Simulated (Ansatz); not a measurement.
**AlAs: excitons and shallow donors from band masses and screening**

Computed with DFT PBE, scalar-relativistic, plane waves, PAW (Ansatz).

Cutoff 420 eV; k points 8×8×8 on the computed 2-atom cell (Γ-centred); Gaussian smearing, width 0.02 eV; no spin polarisation.

Relaxed cell: F-43m, a = 5.728 Å, b = 5.728 Å, c = 5.728 Å, α = 90.00°, β = 90.00°, γ = 90.00°, 2 atoms in the primitive cell.

The calculation gives a Kohn–Sham gap of 1.50 eV, an electron mass of 0.321 mₑ and a hole mass of 0.226 mₑ (harmonic means over x, y, z and over the bands degenerate at each edge), and ε∞ = 10.08 (independent particles, mean of the diagonal). The masses depend on direction at the band edges, which the isotropic model averages.

Estimate the binding energy and radius of a Wannier–Mott exciton and of a shallow donor, and say whether the hydrogenic model can hold.

The reduced mass is μ = mₙmₕ/(mₙ + mₕ) = 0.133 mₑ, with mₙ and mₕ the band masses. With E_b = 13.606 eV × μ/ε² and a = 0.529 Å × ε/μ (μ in mₑ) the exciton has E_b = 17.7 meV and a = 40 Å. For a donor μ is the electron mass: 43 meV and 16.6 Å. The exciton's radius is 10 times the shortest lattice vector (4.05 Å), so the continuum picture is reasonable. In a polar crystal the ions screen too, so a state bound more weakly than an optical phonon feels the larger static constant, which lowers the energy and widens the orbit. The other way, the small Kohn–Sham gap and the missing local fields make ε∞ too large and the masses tend to be too light, which underbinds. The edges lie at different points of the zone, so the exciton is indirect.